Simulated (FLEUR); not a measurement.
## CoO in FLEUR: the effect of Hubbard term

CoO:

```
Co O
1.0
     3.19765    0.00000    0.00000
    -1.59882    2.76924    0.00000
     0.00000    0.00000    5.22871
Co O
2 2
Direct
  0.33333 0.66667 0.50336
  0.00000 0.00000 0.00347
  0.33333 0.66667 0.87156
  0.00000 0.00000 0.37161
```

Measurements of this composition are mostly on another form, of space group No. 225.

Alike in all runs:

```yaml
Program: FLEUR MaX-R8.1 (later development tree)
Task: single point
Functional: PBEsol
Potentials_or_basis: all-electron
Basis: FLAPW
Kmax: 5.19 1/bohr
k_mesh: 8 × 8 × 4
Occupations: fermi-dirac, width 0.05 eV
Spin: collinear spin, ferromagnetic start
Starting_moments: "[2.0, 2.0, 0.0, 0.0] μB"
Gmax: 16.1 1/bohr
Muffin-tin_radii: Co 1.89, O 1.45 bohr
lmax: Co 8, O 8
lnonsphr: Co 8, O 8
Local_orbitals_a_species: Co 4, O 3
Max_iterations: 100
```

```csv
Hubbard term,gap on the mesh (eV)
Co d U = 0.0 eV,none
Co d U = 2 eV,0.17
Co d U = 3 eV,?
Co d U = 4 eV,0.42
Co d U = 5 eV,0.54
```

What does the run with Hubbard term Co d U = 3 eV give?

gap on the mesh 0.29 eV.

A k mesh can miss the band edges.

A gap of «none» marks a metal or a gap under the smearing width.
